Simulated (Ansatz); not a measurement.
# Ga (I4/mmm) in Ansatz: further runs

The runs below take Ga through single point, with PBE.

Everything below comes from runs of Ansatz 0.2.0. Logs are shortened: lines on timing, memory, paths and dates and some standing lists are left out, and cuts for length are marked.

### 1 The crystal as given

The structure is tetragonal, space group I4/mmm (No. 139). The conventional cell has a = 2.769 Å, b = 2.769 Å, c = 4.622 Å, α = 90.00°, β = 90.00°, γ = 90.00°. Ga (site symmetry 4/mmm) is surrounded by 12 Ga at 2.77 to 3.03 Å.

This isn't the form of Ga at room conditions, which is orthorhombic.

### 2 Single point, PBE

Contents of input.yaml:

```yaml
crystal:
  lattice:
    - [-1.3843987196, 1.3843987196, 2.3112238365]
    - [1.3843987196, -1.3843987196, 2.3112238365]
    - [1.3843987196, 1.3843987196, -2.3112238365]
  atoms:
    - { symbol: Ga, position: [0.0, 0.0, 0.0] }
hamiltonian:
  xc: pbe
  pseudopotentials: { kind: paw }
kpoints:
  mp_grid: { grid: [13, 13, 13] }
scf:
  occupations: { method: gaussian, width: 0.024 }
output:
  forces: true
  stress: true
  eigenvalues: true
```

Potentials or basis: Ansatz PAW.

Command:

```bash
$ ansatz run input.yaml --threads 2 --pin off --max-ram 5632MiB --backend cpu --events-out ev --progress --plain --runs-dir out
```

The program printed:

```text
Warning: RAYON_NUM_THREADS=2 ignored (pool sized by the plan → 2); use --threads N
Engine: ansatz 0.2.0, aarch64-unknown-linux-gnu
Pseudopotentials: kind: paw
Pseudopotential: Ga, paw, valence charge 13, recommended cutoff 420 eV (normal), Ga.paw.azcp
Functional definition: PBE
  parameter kappa = 0.804
  parameter beta = 0.06672455060314922
  exchange = pbe_x(kappa = kappa, mu = beta*pi^2/3)
  correlation = pbe_c(beta = beta)
Crystal: 1 atoms, lattice volume = 17.718 Å³
Basis set: ecut = 420 eV, 331 PW (Γ), exchange–correlation on 48×48×48 points (8 copies of the dense FFT grid, shifted against one another)
Bands: 11, of which v1, the nominal top of the filled ones, is band 7 counted from 1 (6 counted from 0)
Symmetry: 16 space group operations
Space group: I4/mmm (ITA 139), of the structure as read, at distance tolerance 2.6e-5 Å
k-points: 196 of 2197
Non-local potential: Ga, projectors of the file, l = 0: 2, l = 1: 2, l = 2: 3, l = 3: 1
PAW form: soft (Blöchl's): semilocal exchange-correlation on the pseudo side does not see the compensation charge
PAW one-centre angular grid: Ga, 590 points (default); XC on 64 Gauss nodes
Initial density: superposition of atomic densities (neutral atoms: chi_scale 0, normalization atom), corrected by the library's trained network
Initial wavefunctions: pseudopotential atomic-orbital guess
Functional: x = pbe(κ = 0.804, μ = 0.2195149727645171), c = pbe(β = 0.06672455060314922)
SCF iter   1: F=—  HF=-3782.986913 eV  |F-HF|=—  |Δ(HF+E_count)|=         —  Δρ=1.41e-3  dr2=1.49e-4  ethr=1.77e-3  ⟨swp⟩=5.7  Hψ=12676  notcnv=0
preconditioner: auto → none  [insulator: Δε(μ)=0.060 eV  Ē_g=22.006 eV  σ=0.024 eV  W_gap=0.88  n_scr=0 (ndim 8)  ℏωp=31.8 eV  f_vac=0.000  D(μ)=0.18/eV (n_scr^D=0)  ε∞_Penn≈3.1]
SCF iter   2: F=—  HF=-3782.986797 eV  |F-HF|=—  |Δ(HF+E_count)|=   1.16e-4  Δρ=5.12e-4  dr2=4.15e-5  ethr=1.15e-6  ⟨swp⟩=2.0  Hψ=5026  notcnv=0  defer=1
SCF iter   3: F=—  HF=-3782.986794 eV  |F-HF|=—  |Δ(HF+E_count)|=   3.09e-6  Δρ=3.26e-4  dr2=7.66e-6  ethr=3.19e-7  ⟨swp⟩=2.0  Hψ=3319  notcnv=0  defer=1
SCF iter   4: F=—  HF=-3782.986797 eV  |F-HF|=—  |Δ(HF+E_count)|=   3.07e-6  Δρ=1.10e-4  dr2=1.11e-6  ethr=5.89e-8  ⟨swp⟩=2.0  Hψ=3013  notcnv=0  defer=1
iter 5 did not close the SCF: its close was put off for the readings that it lacked (scf_convergence_deferred on its scf_iter line)
SCF iter   5: F=-3782.986796 eV  HF=-3782.986796 eV  |F-HF|=1.14e-9  |Δ(HF+E_count)|=   9.11e-7  Δρ=7.56e-6  dr2=3.34e-9  ethr=8.57e-9  ⟨swp⟩=2.0  Hψ=3316  notcnv=0  defer=1
SCF iter   6: F=-3782.986796 eV  HF=-3782.986796 eV  |F-HF|=4.21e-10  |Δ(HF+E_count)|=   3.29e-9  Δρ=1.69e-6  dr2=2.27e-10  ethr=2.57e-11  ⟨swp⟩=2.6  Hψ=7510  notcnv=0
SCF 1 converged in 6 iterations: F = -3782.986796 eV  dr2 = 2.27e-10
SCF converged after 6 iterations
Free energy (F): -3782.986796 eV
Harris-Foulkes:  -3782.986796 eV  (|F-HF|=4.21e-10)
Internal energy: -3782.986743 eV  (E = F + TS)
E sigma→0 (E₀):  -3782.986769 eV
Entropy (-TS):   -0.000053 eV (-0.053 meV/atom)
Fermi energy:    10.539385 eV
--- Per-component energies (eV) ---
  E_band       = -24.965462
  E_kinetic    = 115.256990
  E_local      = -1738.756053  (includes V_loc(G=0)·N_el)
  E_nonlocal   = 422.362817
  E_hartree    = 820.329732
  E_xc         = -69.707144
  E_vxc        = -58.593127  (∫ρ·V_xc dr)
  E_paw        = -1985.688320  (= ΣΔE_a)
  E_vpaw       = -405.896329  (= ΣTr[D̂ρ^β])
  E_aug_tail   = -0.000081  (compensation charges beyond the density's cutoff)
  E_ewald      = -1346.784685
  E_smearing   = -0.000053  (= −TS)
  E_closure    = -0.000000  (closes the sum)
  Σ components = -3782.986796   (vs F -3782.986796, Δ=0.00e0)
--- Forces (eV/Å), atoms counted from 1 ---
  atom   1  Ga     0.00000000     0.00000000     0.00000000
  max |Σ_I F_I| component: 9.24e-32 eV/Å
--- Stress (GPa, compression-positive) ---
        3.495009      -0.000000      -0.000000
       -0.000000       3.495009       0.000000
       -0.000000      -0.000000       3.453723
  P = ⅓ Tr σ = 3.4812 GPa (34.812 kbar)
--- Band table (eV; the first three rows and the last of 196) ---
  k-point 0: bands = ["-4.5001", "-4.3417", "-4.3057", "-4.3057", "-4.1419", "-0.9461", "23.2858", "23.5920", "23.5920", "26.7312", "27.1560"]
  k-point 1: bands = ["-4.4741", "-4.3312", "-4.3190", "-4.2988", "-4.1551", "-0.7100", "21.9094", "22.2651", "22.7927", "24.8707", "27.5486"]
  k-point 2: bands = ["-4.4002", "-4.3559", "-4.3076", "-4.2789", "-4.1930", "0.0045", "19.6117", "20.3960", "21.2096", "22.7867", "27.9246"]
  k-point 195: bands = ["-4.6034", "-4.5090", "-4.1186", "-4.1048", "-4.1009", "6.1886", "6.7762", "16.1417", "17.8945", "21.3602", "23.2774"]
```

Run time: 1 s. Hardware: 2 threads of Arm Neoverse V2, shared host; peak memory 0.31 GiB.

Results:

| Item | Value |
| --- | --- |
| Free energy | -3782.9868 eV |
| Pressure | 3.5 GPa |
| Band gap on the k mesh | none (metal or under the smearing width) |

### 3 Single point, PBE

Edit input.yaml of step 2 so:

```diff
@@ -13,3 +13,3 @@
 scf:
-  occupations: { method: gaussian, width: 0.024 }
+  occupations: { method: gaussian, width: 0.025 }
 output:
```

Potentials or basis: Ansatz PAW.

Command:

```bash
$ ansatz run input.yaml --threads 2 --pin off --max-ram 5632MiB --backend cpu --events-out ev --progress --plain --runs-dir out
```

The program printed:

```text
Warning: RAYON_NUM_THREADS=2 ignored (pool sized by the plan → 2); use --threads N
[... 8 set-up lines as earlier in the session ...]
Crystal: 1 atoms, lattice volume = 17.718 Å³
Basis set: ecut = 420 eV, 331 PW (Γ), exchange–correlation on 48×48×48 points (8 copies of the dense FFT grid, shifted against one another)
Bands: 11, of which v1, the nominal top of the filled ones, is band 7 counted from 1 (6 counted from 0)
[... 2 set-up lines as earlier in the session ...]
k-points: 196 of 2197
[... 6 set-up lines as earlier in the session ...]
SCF iter   1: F=—  HF=-3782.986915 eV  |F-HF|=—  |Δ(HF+E_count)|=         —  Δρ=1.41e-3  dr2=1.49e-4  ethr=1.77e-3  ⟨swp⟩=5.7  Hψ=12697  notcnv=0
preconditioner: auto → none  [insulator: Δε(μ)=0.060 eV  Ē_g=22.006 eV  σ=0.025 eV  W_gap=0.88  n_scr=0 (ndim 8)  ℏωp=31.8 eV  f_vac=0.000  D(μ)=0.19/eV (n_scr^D=0)  ε∞_Penn≈3.1]
SCF iter   2: F=—  HF=-3782.986799 eV  |F-HF|=—  |Δ(HF+E_count)|=   1.16e-4  Δρ=5.13e-4  dr2=4.16e-5  ethr=1.15e-6  ⟨swp⟩=2.0  Hψ=5002  notcnv=0  defer=1
SCF iter   3: F=—  HF=-3782.986796 eV  |F-HF|=—  |Δ(HF+E_count)|=   3.24e-6  Δρ=3.26e-4  dr2=7.66e-6  ethr=3.20e-7  ⟨swp⟩=2.0  Hψ=3319  notcnv=0  defer=1
SCF iter   4: F=—  HF=-3782.986799 eV  |F-HF|=—  |Δ(HF+E_count)|=   3.11e-6  Δρ=1.10e-4  dr2=1.12e-6  ethr=5.89e-8  ⟨swp⟩=2.0  Hψ=2959  notcnv=0  defer=1
iter 5 did not close the SCF: its close was put off for the readings that it lacked (scf_convergence_deferred on its scf_iter line)
SCF iter   5: F=-3782.986798 eV  HF=-3782.986798 eV  |F-HF|=1.21e-9  |Δ(HF+E_count)|=   9.17e-7  Δρ=7.53e-6  dr2=3.32e-9  ethr=8.60e-9  ⟨swp⟩=2.0  Hψ=3316  notcnv=0  defer=1
SCF iter   6: F=-3782.986798 eV  HF=-3782.986798 eV  |F-HF|=3.68e-10  |Δ(HF+E_count)|=   3.58e-9  Δρ=1.60e-6  dr2=2.02e-10  ethr=2.55e-11  ⟨swp⟩=2.5  Hψ=7510  notcnv=0
SCF 1 converged in 6 iterations: F = -3782.986798 eV  dr2 = 2.02e-10
SCF converged after 6 iterations
Free energy (F): -3782.986798 eV
Harris-Foulkes:  -3782.986798 eV  (|F-HF|=3.68e-10)
Internal energy: -3782.986739 eV  (E = F + TS)
E sigma→0 (E₀):  -3782.986769 eV
Entropy (-TS):   -0.000059 eV (-0.059 meV/atom)
Fermi energy:    10.539917 eV
--- Per-component energies (eV) ---
  E_band       = -24.965511
  E_kinetic    = 115.256982
  E_local      = -1738.756095  (includes V_loc(G=0)·N_el)
  E_nonlocal   = 422.362857
  E_hartree    = 820.329783
  E_xc         = -69.707121
  E_vxc        = -58.593100  (∫ρ·V_xc dr)
  E_paw        = -1985.688380  (= ΣΔE_a)
  E_vpaw       = -405.896447  (= ΣTr[D̂ρ^β])
  E_aug_tail   = -0.000081  (compensation charges beyond the density's cutoff)
  E_ewald      = -1346.784685
  E_smearing   = -0.000059  (= −TS)
  E_closure    = -0.000000  (closes the sum)
  Σ components = -3782.986798   (vs F -3782.986798, Δ=0.00e0)
--- Forces (eV/Å), atoms counted from 1 ---
  atom   1  Ga     0.00000000    -0.00000000    -0.00000000
  max |Σ_I F_I| component: 4.93e-32 eV/Å
--- Stress (GPa, compression-positive) ---
        3.495739      -0.000000      -0.000000
       -0.000000       3.495739       0.000000
       -0.000000       0.000000       3.451846
  P = ⅓ Tr σ = 3.4811 GPa (34.811 kbar)
--- Band table (eV; the first three rows and the last of 196) ---
  k-point 0: bands = ["-4.5001", "-4.3417", "-4.3057", "-4.3057", "-4.1419", "-0.9461", "23.2858", "23.5920", "23.5920", "26.7312", "27.1560"]
  k-point 1: bands = ["-4.4741", "-4.3312", "-4.3190", "-4.2988", "-4.1551", "-0.7100", "21.9094", "22.2651", "22.7927", "24.8707", "27.5486"]
  k-point 2: bands = ["-4.4002", "-4.3560", "-4.3076", "-4.2789", "-4.1930", "0.0045", "19.6117", "20.3960", "21.2096", "22.7867", "27.9246"]
  k-point 195: bands = ["-4.6034", "-4.5090", "-4.1186", "-4.1048", "-4.1009", "6.1886", "6.7762", "16.1417", "17.8945", "21.3602", "23.2774"]
```

It took 1 s on 2 threads of Arm Neoverse V2, shared host; peak memory 0.31 GiB.

What came out:

```
Free energy            : -3782.9868 eV
Pressure               : 3.5 GPa
Band gap on the k mesh : none (metal or under the smearing width)
```

### 4 Single point, PBE

Edit input.yaml of step 3 so:

```diff
@@ -13,3 +13,3 @@
 scf:
-  occupations: { method: gaussian, width: 0.025 }
+  occupations: { method: gaussian, width: 0.026 }
 output:
@@ -18 +18,5 @@
   eigenvalues: true
+  write_density: true
+  write_potential: true
+  elf: true
+  volumetric_format: npy
```

Command:

```bash
$ ansatz run input.yaml --threads 2 --pin off --max-ram 5632MiB --backend cpu --events-out ev --progress --plain --runs-dir out
```

Wall time 1.4 s (2 threads of Arm Neoverse V2, shared host); peak memory 0.31 GiB.

It converged, with:

```yaml
Free_energy: -3782.9868 eV
Pressure: 3.5 GPa
Band_gap_on_the_k_mesh: none (metal or under the smearing width)
```

Levels at points of the mesh, in eV from the Fermi level:
```csv
k point,band 4,band 5,band 6,band 7,band 8,band 9
"(0.00, 0.00, 0.00)",-14.85,-14.68,-11.49,12.75,13.05,13.05
```

### 5 Summary

| smearing | gap on the mesh (eV) | pressure (GPa) |
| --- | --- | --- |
| gaussian 0.024 eV | none | 3.5 |
| gaussian 0.025 eV | none | 3.5 |
| gaussian 0.026 eV | none | 3.5 |

Alike in all rows: task single point; level PBE; potentials or basis Ansatz PAW; no spin polarisation; cell as given; k mesh 13 × 13 × 13; cutoff (eV) 420.

Every run on the cell as given and a fine mesh finds a metal.

Absolute energies hang on the potentials; compare differences alone.
